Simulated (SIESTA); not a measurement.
MoP under changes of volume

One of the cells (14.353 Å³/atom); the others are scaled copies at fixed shape and fractional positions:

```xyz
2
Lattice="3.2230 0.0000 0.0000 -1.6115 2.7912 0.0000 0.0000 0.0000 3.1910" Properties=species:S:1:pos:R:3 pbc="T T T"
Mo    0.0000    0.0000    0.0000
P     0.0000    1.8608    1.5955
```

- Program: SIESTA 5.4.2
- Functional: LDA
- Potentials or basis: PseudoDojo 0.4 standard (LDA files)
- Basis: DZP (energy shift 0.003 Ry; two zetas on semicore shells)
- Grid cutoff: 800 Ry
- Energy shift: 0.003 Ry
- k mesh: 10 × 10 × 8
- Occupations: fermi-dirac, width 0.05 eV
- Spin: no spin polarisation

| volume (Å³/atom) | energy over the lowest point (meV/atom) | pressure (GPa) |
| --- | --- | --- |
| 13.492 | 19.94 | 11.4 |
| 13.779 | 4.97 | 5.5 |
| 14.066 | 0.00 | 0.2 |
| 14.353 | ? | ? |
| 14.640 | 16.08 | -8.8 |
| 14.927 | 35.41 | -12.6 |
| 15.214 | 61.16 | -16.0 |

Task: What does the run at 14.353 Å³/atom give?

Result: Energy over the lowest point 4.04 meV/atom; pressure -4.6 GPa.

Worked out: A Birch-Murnaghan fit of order 3 (a polynomial in V^(-2/3)) to the other rows has its minimum at 14.08 Å³/atom with B0 = V·E''(V) = 245 GPa and B' = 4.4 at fixed shape and positions, which overstates the stiffness. It gives 4.02 meV/atom at 14.353 Å³/atom, against the run's 4.04, and -dE/dV = -4.6 GPa, against -4.6.

Energies are extrapolated to zero smearing.

Caveats: the basis of atomic orbitals isn't converged, which shifts pressures, moduli and gaps.
